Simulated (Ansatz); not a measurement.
# AgCl: the cost of one run

Computed with Ansatz 0.2.0 (DFT PBE, scalar-relativistic, plane waves, PAW, unless a step's input says otherwise).

## Step 1: The system as given

Symmetry: Cmcm, No. 63, orthorhombic system. The conventional cell has a = 3.742 Å, b = 11.113 Å, c = 3.924 Å, α = 90.00°, β = 90.00°, γ = 90.00°. Around Ag (site symmetry m2m) lie 5 Cl at 2.73 to 2.91 Å and 2 Ag at 3.02 Å. Cl (site symmetry m2m) has 5 Ag at 2.73 to 2.91 Å as nearest neighbours.

Coordinates:

```
CELL_PARAMETERS angstrom
1.87091 -5.55660 0.00000
1.87091 5.55660 0.00000
0.00000 0.00000 3.92404
ATOMIC_POSITIONS crystal
Ag 0.39656 0.60344 0.75000
Ag 0.60344 0.39656 0.25000
Cl 0.86545 0.13455 0.25000
Cl 0.13455 0.86545 0.75000
```

Source of the structure: the Materials Project (structure only).

## Step 2: Quick check of gap, pressure and forces

input.yaml

```yaml
crystal:
  lattice:
    - [1.870909703, -5.5565952358, 0.0]
    - [1.870909703, 5.5565952358, 0.0]
    - [0.0, 0.0, 3.92403735]
  atoms:
    - { symbol: Ag, position: [0.3965554, 0.6034446, 0.75] }
    - { symbol: Ag, position: [0.6034446, 0.3965554, 0.25] }
    - { symbol: Cl, position: [0.86544873, 0.13455127, 0.25] }
    - { symbol: Cl, position: [0.13455127, 0.86544873, 0.75] }
basis:
  ecutwfc: 420
kpoints:
  mp_grid: { grid: [6, 6, 6] }
hamiltonian:
  xc: pbe
scf:
  occupations: { method: gaussian, width: 0.1 }
output:
  forces: true
  stress: true
  eigenvalues: true
```

Command:

```bash
ansatz run input.yaml --threads 4 --pin off --max-ram 5120MiB --backend cpu --events-out ev --progress --plain --runs-dir out
```

**Question.** How long does this run take on 4 threads of an Arm CPU, shared host, and how much memory does it need?

About 1.9 s, with a peak of 0.43 GiB.
